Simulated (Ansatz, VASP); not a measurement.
**MgO (vib): VASP beside Ansatz**

INCAR

```
SYSTEM = MgO
PREC = Accurate
ENCUT = 600
EDIFF = 1E-6
ISMEAR = 0
SIGMA = 0.02
LREAL = .FALSE.
LASPH = .TRUE.
NELM = 80
ALGO = Normal
ISIF = 3
LWAVE = .FALSE.
LCHARG = .FALSE.
IBRION = 2
NSW = 100
EDIFFG = -0.002
```

The input KPOINTS:

```
Automatic mesh
0
G
  8 8 8
  0 0 0
```

POSCAR

```
MgO
1.0
    0.0000000000      2.0816499858      2.0816499858
    2.0816499858      0.0000000000      2.0816499858
    2.0816499858      2.0816499858      0.0000000000
Mg O
1 1
Direct
    0.0000000000      0.0000000000      0.0000000000
    0.5000000000      0.5000000000      0.5000000000
```

Input for Ansatz:

```yaml
crystal:
  lattice:
    - [0.0, 2.0816499862, 2.0816499862]
    - [2.0816499862, 0.0, 2.0816499862]
    - [2.0816499862, 2.0816499862, 0.0]
  atoms:
    - { symbol: Mg, position: [0.0, 0.0, 0.0] }
    - { symbol: O, position: [0.5, 0.5, 0.5] }
basis:
  ecutwfc: 420
kpoints:
  mp_grid: { grid: [8, 8, 8] }
hamiltonian:
  xc: lda
  pseudopotentials: { kind: paw, azcp: { folder: soft_1 } }
scf:
  occupations: { method: gaussian, width: 0.02 }
output:
  forces: true
  stress: true
  eigenvalues: true
relax:
  adjacent_minimum: "off"
  f_tol: 0.002
  max_steps: 80
  cell: { stress_tol: 0.02 }
```

Alike in both runs: task relaxation of cell and atoms; functional LDA; k mesh 8 × 8 × 8; occupations gaussian, width 0.02 eV; no spin polarisation.

|  | VASP | Ansatz |
| --- | --- | --- |
| version | VASP 6.6.1 | Ansatz 0.2.0 |
| potentials or method | VASP PAW LDA potentials, release 64 (Mg, O) | scalar-relativistic, plane waves, PAW |
| plane-wave cutoff (eV) | 600 | 420 |
| valence electrons in the cell | 8 | 16 |

Ansatz gave:

```
gap on the k mesh at the Fermi level, each at its own relaxed structure (eV) : 5.03
relaxed volume (Å³/atom)                                                     : 9.00
relaxed cell length with the largest relative difference (Å)                 : 2.942
```

Q: Which values does VASP return?

A: gap on the k mesh at the Fermi level, each at its own relaxed structure (eV): 5.15; relaxed volume (Å³/atom): 8.89; relaxed cell length with the largest relative difference (Å): 2.930.

The two sets of potentials don't hold the same shells in valence. Ansatz warned: «pseudo_functional_mismatch».

A hybrid or GW would open this gap; LDA tends to underestimate it. Zero-point motion and thermal expansion aren't in these numbers. LDA usually gives volumes a few per cent too small.
